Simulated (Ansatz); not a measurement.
Clamped-ion strain scan in AlRu

These are results of DFT LDA, scalar-relativistic, plane waves, PAW (Ansatz 0.2.0), not measurements. The runs took a 420 eV cutoff, a Γ-centred 16×16×16 mesh and Gaussian smearing (0.15 eV). No spin polarisation. Energies are free energies at this smearing, counted from the undisturbed cell; pressure is positive in compression.

Zero of the scan (as given, not relaxed at this level; it stands at -8.1 GPa, and it needn't be the usual structure):

```
CELL_PARAMETERS angstrom
2.99160 0.00000 0.00000
0.00000 2.99160 0.00000
0.00000 0.00000 2.99160
ATOMIC_POSITIONS crystal
Al 0.00000 0.00000 0.00000
Ru 0.50000 0.50000 0.50000
```

The cell is strained by ε times the Voigt pattern (1, 0, 0, 0, 0, 0) (xx, yy, zz, yz, xz, xy; engineering shear) with fractional coordinates fixed. The cell is metallic on the mesh throughout. At -8 GPa the given cell is far from its own equilibrium, so these figures belong to a strongly strained crystal.

(ε, ΔE (meV/atom)): (-0.0400, -4.4), (-0.0300, -7.9), (-0.0200, -8.2), (-0.0100, -5.5), (0.0000, 0.0), (0.0100, 8.0), (0.0200, 18.4), (0.0300, 31.0), (0.0350, 38.1), (0.0400, 45.6)

Cost: 10 runs of about 2.4 core-minutes in all, on Intel Xeon Processor @ 2.50GHz (Skylake/Cascade Lake) (shared hosts).